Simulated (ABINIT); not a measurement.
The system is Br.

```xyz
4
Lattice="3.3632 -2.3226 0.0000 3.3632 2.3226 0.0000 0.0000 0.0000 8.7023" Properties=species:S:1:pos:R:3 pbc="T T T"
Br    3.3632    0.6266    3.3948
Br    3.3632    1.6959    7.7459
Br    3.3632   -0.6266    5.3075
Br    3.3632   -1.6959    0.9564
```

Base run:

| Item | Value |
| --- | --- |
| Program | ABINIT 10.8.3 (patched build) |
| Functional | SOGGA |
| Potentials or basis | JTH PAW PBE v2.0 |
| Cutoff | 408 eV |
| k mesh | 7 × 7 × 3 |
| Occupations | fermi-dirac, width 0.05 eV |
| Spin | no spin polarisation |

Its results: band gap on the k mesh 1.85 eV, indirect (least direct gap 1.87 eV); pressure -0.2 GPa; largest force 0.647 eV/Å.

Question: After a change of settings the same cell gave: band gap on the k mesh 1.88 eV, indirect (least direct gap 1.92 eV); pressure 1.8 GPa; largest force 0.881 eV/Å. Which change was it?
A. functional from SOGGA to PBE; k mesh from 7 × 7 × 3 to 4 × 4 × 2
B. functional from SOGGA to LDA-PZ; potentials or basis from JTH PAW PBE v2.0 to JTH PAW LDA v2.0
C. functional from SOGGA to PBEsol; k mesh from 7 × 7 × 3 to 9 × 9 × 4

Answer: A.

Caveats: the atomic spheres overlap; the PAW data sets were made with another functional, which shifts forces and pressure a little (some runs).
